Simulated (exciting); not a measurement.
# InP (F-43m) in exciting: notebook, part 2 of 2

exciting (release sodium).

**4. Band structure, LDA, spin-orbit coupling, no magnetisation**

input.xml

```xml
<input>
  <title>InP</title>
  <structure speciespath="./" tshift="false">
    <crystal scale="1">
      <basevect>0.000000000000 5.537842408216 5.537842408216</basevect>
      <basevect>5.537842408216 0.000000000000 5.537842408216</basevect>
      <basevect>5.537842408216 5.537842408216 0.000000000000</basevect>
    </crystal>
    <species speciesfile="In.xml" rmt="2.3">
      <atom coord="0.000000000000 0.000000000000 0.000000000000"/>
    </species>
    <species speciesfile="P.xml" rmt="2">
      <atom coord="0.750000000000 0.750000000000 0.750000000000"/>
    </species>
  </structure>
  <groundstate do="fromscratch" ngridk="6 6 6" rgkmax="7.8" gmaxvr="14" lmaxapw="10" lmaxmat="10" lmaxvr="8" xctype="LDA_PW" stype="Fermi Dirac" swidth="0.00183747" nempty="20" ValenceRelativity="iora*" epsengy="1e-05" epspot="1e-05" maxscl="60" outputlevel="normal">
    <spin spinorb="true"/>
  </groundstate>
  <properties>
    <bandstructure>
      <plot1d>
        <path steps="80">
          <point coord="0 0 0" label="G"/>
          <point coord="0.5 0 0.5" label="X"/>
          <point coord="0.5 0.25 0.75" label="W"/>
          <point coord="0.375 0.375 0.75" label="K"/>
          <point coord="0 0 0" label="G"/>
          <point coord="0.5 0.5 0.5" label="L"/>
          <point coord="0.625 0.25 0.625" label="U"/>
          <point coord="0.5 0.25 0.75" label="W"/>
          <point coord="0.5 0.5 0.5" label="L"/>
          <point coord="0.375 0.375 0.75" label="K" breakafter="true"/>
          <point coord="0.625 0.25 0.625" label="U"/>
          <point coord="0.5 0 0.5" label="X"/>
        </path>
      </plot1d>
    </bandstructure>
    <dos nwdos="300" winddos="-0.6 0.5" inttype="tetra" ngrdos="100" nsmdos="1" lmirep="true"/>
  </properties>
</input>
```

Potentials or basis: all-electron LAPW+lo, shipped species files, valence relativity iora*.

On the command line:

```
$ OMP_NUM_THREADS=1 exciting_smp
```

INFO.OUT:

```text
================================================================================
EXCITING SODIUM started
[... 10 lines left out ...]

 Lattice vectors (cartesian) :
      0.0000000000      5.5378424082      5.5378424082
      5.5378424082      0.0000000000      5.5378424082
      5.5378424082      5.5378424082      0.0000000000

 Reciprocal lattice vectors (cartesian) :
     -0.5672954234      0.5672954234      0.5672954234
      0.5672954234     -0.5672954234      0.5672954234
      0.5672954234      0.5672954234     -0.5672954234
[... 98 lines left out ...]
 Exchange energy                            :      -171.00194158
 Correlation energy                         :        -5.84379528
 No external B-field energy in total energy
[... 499 lines left out ...]
 RMS change in effective potential (target) :  0.193714E-09  ( 0.100000E-04)
 Absolute change in total energy   (target) :  0.328859E-06  ( 0.100000E-04)
 Charge distance                   (target) :  0.187241E-09  ( 0.100000E-04)

++++++++++++++++++++++++++++++++++++++++++++++++++++++++++++++++++++++++++++++++
| Convergency criteria checked for the last 2 iterations                       +
| Convergence targets achieved. Performing final SCF iteration                 +
++++++++++++++++++++++++++++++++++++++++++++++++++++++++++++++++++++++++++++++++
 Total energy                               :     -6219.12152587
 _______________________________________________________________
 Fermi energy                               :         0.17128093
 Kinetic energy                             :      6515.48715071
 Coulomb energy                             :    -12557.72891120
 Exchange energy                            :      -171.03666712
 Correlation energy                         :        -5.84309826
 No external B-field energy in total energy
[... 14 lines left out ...]
 Moments :
     interstitial                 :    -0.00000000    -0.00000000    -0.00000000
     moment in muffin-tin spheres :
         atom     1    In         :    -0.00000000    -0.00000000     0.00000000
         atom     2     P         :    -0.00000000    -0.00000000    -0.00000000
     total moment in muffin-tins  :    -0.00000000    -0.00000000     0.00000000
     total moment                 :    -0.00000000    -0.00000000    -0.00000000

++++++++++++++++++++++++++++++++++++++++++++++++++++++++++++++++++++++++++++++++
[... 9 lines left out ...]
| EXCITING SODIUM stopped                                                      =
================================================================================
```

EVALCORE.OUT:

```text
Species :    1 (In), atom :    1
 n =  1, l =  0, k =  1 :   -1017.775041
 n =  2, l =  0, k =  1 :   -152.1041121
 n =  2, l =  1, k =  1 :   -141.9052580
 n =  2, l =  1, k =  2 :   -134.1665686
 n =  3, l =  0, k =  1 :   -28.57593895
 n =  3, l =  1, k =  1 :   -24.45420417
 n =  3, l =  1, k =  2 :   -23.05643335
 n =  3, l =  2, k =  2 :   -15.73790472
 n =  3, l =  2, k =  3 :   -15.45117375
 n =  4, l =  0, k =  1 :   -4.053244307

Species :    2 (P), atom :    1
 n =  1, l =  0, k =  1 :   -75.88642518
 n =  2, l =  0, k =  1 :   -5.967617267
 n =  2, l =  1, k =  1 :   -4.202129267
 n =  2, l =  1, k =  2 :   -4.168523079
```

Run time: 2.8 min. Hardware: 1 thread of Arm Neoverse V1, shared host; peak memory 0.19 GiB.

What came out:

| Item | Value |
| --- | --- |
| Band gap on the k mesh | 0.44 eV, direct |
| Band gap along the path | 0.44 eV, direct |
| All electrons inside the program's atomic spheres | In 46.73; P 12.75 (radii In 2.3, P 2.0 bohr) |

Levels at the corners of the path, in eV from the valence-band top:
| point | band 20 | band 21 | band 22 | band 23 | band 24 | band 25 | band 26 | band 27 | band 28 | band 29 |
| --- | --- | --- | --- | --- | --- | --- | --- | --- | --- | --- |
| Γ | -0.10 | 0.00 | 0.00 | 0.00 | 0.00 | 0.44 | 0.44 | 3.63 | 3.63 | 4.08 |
| X | -5.91 | -2.44 | -2.44 | -2.34 | -2.34 | 1.57 | 1.57 | 2.08 | 2.08 | 8.95 |
| W | -5.76 | -3.12 | -3.03 | -2.99 | -2.94 | 4.14 | 4.14 | 4.21 | 4.24 | 5.24 |
| K | -5.76 | -3.45 | -3.36 | -2.01 | -2.00 | 2.17 | 2.17 | 4.22 | 4.24 | 7.26 |
| Γ | -0.10 | 0.00 | 0.00 | 0.00 | 0.00 | 0.44 | 0.44 | 3.63 | 3.63 | 4.08 |
| L | -5.87 | -1.08 | -1.08 | -0.97 | -0.97 | 1.27 | 1.27 | 4.59 | 4.59 | 4.75 |
| U | -5.76 | -3.45 | -3.36 | -2.01 | -2.00 | 2.17 | 2.17 | 4.22 | 4.24 | 7.26 |
| W | -5.76 | -3.12 | -3.03 | -2.99 | -2.94 | 4.14 | 4.14 | 4.21 | 4.24 | 5.24 |
| L | -5.87 | -1.08 | -1.08 | -0.97 | -0.97 | 1.27 | 1.27 | 4.59 | 4.59 | 4.75 |
| K | -5.76 | -3.45 | -3.36 | -2.01 | -2.00 | 2.17 | 2.17 | 4.22 | 4.24 | 7.26 |
| U | -5.76 | -3.45 | -3.36 | -2.01 | -2.00 | 2.17 | 2.17 | 4.22 | 4.24 | 7.26 |
| X | -5.91 | -2.44 | -2.44 | -2.34 | -2.34 | 1.57 | 1.57 | 2.08 | 2.08 | 8.95 |

States per cell in windows of 1 eV (zero at the valence-band top; states under -8 eV left out):
```csv
from (eV),total,P2 p,In1 p,In1 s,P2 d,P2 s,In1 d
-8.0,0.00,0.00,0.00,0.00,0.00,0.00,0.00
-7.0,0.00,0.00,0.00,0.00,0.00,0.00,0.00
-6.0,1.25,0.19,0.02,0.32,0.01,0.05,0.01
-5.0,0.41,0.07,0.01,0.08,0.00,0.04,0.01
-4.0,0.57,0.13,0.05,0.03,0.00,0.02,0.01
-3.0,1.55,0.43,0.15,0.03,0.01,0.02,0.02
-2.0,1.63,0.55,0.15,0.01,0.01,0.01,0.04
-1.0,0.55,0.22,0.04,0.00,0.00,0.00,0.02
0.0,0.01,0.00,0.00,0.00,0.00,0.00,0.00
1.0,0.28,0.02,0.02,0.04,0.01,0.03,0.00
2.0,1.45,0.18,0.08,0.18,0.05,0.10,0.03
3.0,1.30,0.19,0.09,0.11,0.05,0.05,0.03
4.0,1.49,0.17,0.18,0.03,0.09,0.02,0.03
5.0,1.37,0.15,0.18,0.01,0.09,0.01,0.03
6.0,1.23,0.21,0.12,0.02,0.07,0.02,0.03
7.0,1.22,0.15,0.11,0.01,0.10,0.02,0.04
```

Caveat: total energies with spin-orbit coupling aren't reliable in this program, so none is listed and the log's shouldn't be used; the tetrahedron DOS on this energy grid can lose part of the weight of narrow d or f bands.

**5. The runs side by side**

```csv
level,spin,k mesh,nempty,gap on the mesh (eV)
PBE,"SOC, no magnetisation",6 × 6 × 6,20,0.67
LDA,off,8 × 8 × 8,10,0.48
LDA,"SOC, no magnetisation",6 × 6 × 6,20,0.44
```

Alike in all rows: task band structure; potentials or basis all-electron LAPW+lo, shipped species files, valence relativity iora*; cell as given; smearing fermi-dirac 0.05 eV; rgkmax 7.8.

Caveats: spin-orbit coupling is left out, which moves the levels of the heavy elements (some runs); the tetrahedron DOS on this energy grid can lose part of the weight of narrow d or f bands (some runs).

Compare energies only between runs with the same functional and basis.

**6. Against experiment**

Step 2. A measured gap of InP is 1.4236 eV (direct; 1.6 K; a printed reference work, data compilation); the calculated 0.67 eV misses it by -0.75 eV. The value is that of PBE, without temperature or zero-point motion. Semilocal functionals fall short of measured gaps as a rule.

Step 3. A measured gap of InP is 1.4236 eV (direct; 1.6 K; a printed reference work, data compilation); the calculated 0.48 eV misses it by -0.95 eV. Spin-orbit coupling on In is left out. The value is that of LDA, without temperature or zero-point motion. Semilocal functionals fall short of measured gaps as a rule.

Step 4. Measured gap of InP: 1.4236 eV (direct; 1.6 K; a printed reference work, data compilation). This calculation gives 0.44 eV (-0.98 eV). The value is that of LDA, without temperature or zero-point motion. Semilocal functionals fall short of measured gaps as a rule.
